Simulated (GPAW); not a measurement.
The system is HgTe (Coloradoite).

```
CELL_PARAMETERS angstrom
0.00000 3.21450 3.21450
3.21450 0.00000 3.21450
3.21450 3.21450 0.00000
ATOMIC_POSITIONS crystal
Hg 0.00000 0.00000 0.00000
Te 0.75000 0.75000 0.75000
```

| Property | Result |
| --- | --- |
| Program | GPAW 26.7.0 |
| Task | relaxation of cell and atoms |
| Functional | PBE |
| Dispersion | D3 |
| Potentials or basis | GPAW PAW data sets (gpaw-data 1.2.1) |
| Cutoff | 600 eV |
| Basis | pw |
| k mesh | 7 × 7 × 7 |
| Occupations | fermi-dirac, width 0.05 eV |
| Spin | no spin polarisation |

At the start: pressure 2.5 GPa; volume 33.22 Å³/atom.

**Question.** How do energy, volume and symmetry change on relaxing?

**Answer.** Over 4 steps the energy falls by 13.5 meV/atom and the volume is 35.04 Å³/atom (+5.5 %); space group F-43m (No. 216, to 0.05 Å).

The path:
| step | energy change (eV) | largest force (eV/Å) | pressure (GPa) | volume (Å³) |
| --- | --- | --- | --- | --- |
| 1 | 0.0000 | 0.0000 | 2.46 | 66.43 |
| 2 | -0.0100 | 0.0000 | 1.90 | 67.16 |
| 3 | -0.0268 | 0.0000 | 0.14 | 69.85 |
| 4 | -0.0269 | 0.0000 | 0.01 | 70.08 |

Final structure:
```yaml
crystal:
  lattice:
    - [0.00000, 3.27230, 3.27230]
    - [3.27230, 0.00000, 3.27230]
    - [3.27230, 3.27230, 0.00000]
  atoms:
    - { symbol: Hg, position: [0.00000, 0.00000, 0.00000] }
    - { symbol: Te, position: [0.75000, 0.75000, 0.75000] }
```

Caveat: later steps reuse the first step's grids; pairwise dispersion overbinds metals, which lowers pressure and volume.
